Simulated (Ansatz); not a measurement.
All numbers below come from Ansatz, DFT PBE, scalar-relativistic, plane waves, PAW. All cells share a 420 eV cutoff and Γ-centred k meshes spaced at most about 0.3 Å⁻¹ (about 0.25 or finer for metals, 2π included). Spin is collinear in cells that carry moments; the others ran without spin or lost their moments.

Temperature and zero-point effects are left out.

Two forms of Sc₃Al₂ were relaxed alike.

A. (parallel moments up to 0.2 μB)

Space group P-6m2 (No. 187). a = 3.211 Å, b = 3.211 Å, c = 24.222 Å, α = 90.00°, β = 90.00°, γ = 120.00°
| atom | site | symmetry | x | y | z |
| --- | --- | --- | --- | --- | --- |
| Sc | 2h | 3m. | 0.3333 | 0.6667 | 0.3900 |
| Sc | 1b | -6m2 | 0.0000 | 0.0000 | 0.5000 |
| Sc | 1c | -6m2 | 0.3333 | 0.6667 | 0.0000 |
| Sc | 2h | 3m. | 0.3333 | 0.6667 | 0.1946 |
| Al | 2g | 3m. | 0.0000 | 0.0000 | 0.9026 |
| Al | 2g | 3m. | 0.0000 | 0.0000 | 0.2922 |

B. (no moments)

Space group Cmcm (No. 63). a = 15.582 Å, b = 5.473 Å, c = 4.937 Å, α = 90.00°, β = 90.00°, γ = 90.00°
```tsv
atom	site	symmetry	x	y	z
Sc	4c	m2m	0.0000	0.1804	0.7500
Sc	8g	..m	0.6065	0.1843	0.7500
Al	8g	..m	0.7005	0.6701	0.7500
```

Question: Which form is favoured at zero pressure, and by what margin per atom?

Answer: A is lower, by 12 meV/atom. A has Sc and Al ordered on hcp sites, space group P-6m2 (No. 187), 21.6 Å³/atom and no gap on its mesh; B has Sc and Al ordered on hcp sites, space group Cmcm (No. 63), 21.0 Å³/atom and no gap. Counting all near atoms (those within 1.25 times the shortest distance at each site), A and B both have Sc 12, Al 12. Their magnetic states differ too, which can make part of the margin. Both come from invented guesses. The lowest form computed isn't among them: it has Sc and Al ordered on fcc sites, space group I4/mmm (No. 139), 20.6 Å³/atom and lies 219 meV/atom below the best shown.

For metals, differences of a few meV/atom aren't resolved. Another magnetic order may lie lower. Cells relaxed within their symmetry can be saddle points. Some types were kept out of the candidates beforehand, so the set may lack a known form.
